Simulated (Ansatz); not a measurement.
# Response to strain in KZnF3

Consider KZnF3 in the cubic perovskite structure (space group Pm-3m, No. 221).

```xyz
5
Lattice="4.0523 0.0000 0.0000 0.0000 4.0523 0.0000 0.0000 0.0000 4.0523" Properties=species:S:1:pos:R:3 pbc="T T T"
K      0.0000     0.0000     0.0000
Zn     2.0261     2.0261     2.0261
F      2.0261     0.0000     2.0261
F      0.0000     2.0261     2.0261
F      2.0261     2.0261     0.0000
```

Cartesian axes are those of the cell as printed.

Strains are applied to the cell and any free atomic positions relax.

Method: PBEsol in Ansatz (plane waves to 420 eV, PAW, no SOC).

Notes on the quantities. energy relative to the base: free energy F; pressure: mean of the normal stresses, compression positive.

```json
[
 {"change": "base", "band gap": "3.71 eV", "smallest direct gap": "5.52 eV", "energy relative to the base": "0 meV/atom", "pressure": "0.01 GPa"},
 {"change": "uniaxial strain ε_zz = −3.00 %", "band gap": "3.70 eV", "smallest direct gap": "5.77 eV", "energy relative to the base": "+5.7 meV/atom", "pressure": "2.73 GPa"},
 {"change": "uniaxial strain ε_zz = −2.40 %", "band gap": "3.70 eV", "smallest direct gap": "5.72 eV", "energy relative to the base": "+3.6 meV/atom", "pressure": "2.13 GPa"},
 {"change": "uniaxial strain ε_zz = −1.80 %", "band gap": "3.70 eV", "smallest direct gap": "5.67 eV", "energy relative to the base": "+2.0 meV/atom", "pressure": "1.56 GPa"},
 {"change": "uniaxial strain ε_zz = −1.20 %", "band gap": "3.70 eV", "smallest direct gap": "5.62 eV", "energy relative to the base": "+0.9 meV/atom", "pressure": "1.01 GPa"},
 {"change": "uniaxial strain ε_zz = −0.60 %", "band gap": "3.71 eV", "smallest direct gap": "5.57 eV", "energy relative to the base": "+0.2 meV/atom", "pressure": "0.50 GPa"}
]
```

Stability against distortions was not tested. Many cubic perovskites are stable only at high temperature; tilts and polar distortions were not tested.

Ansatz is an electronic-structure program.
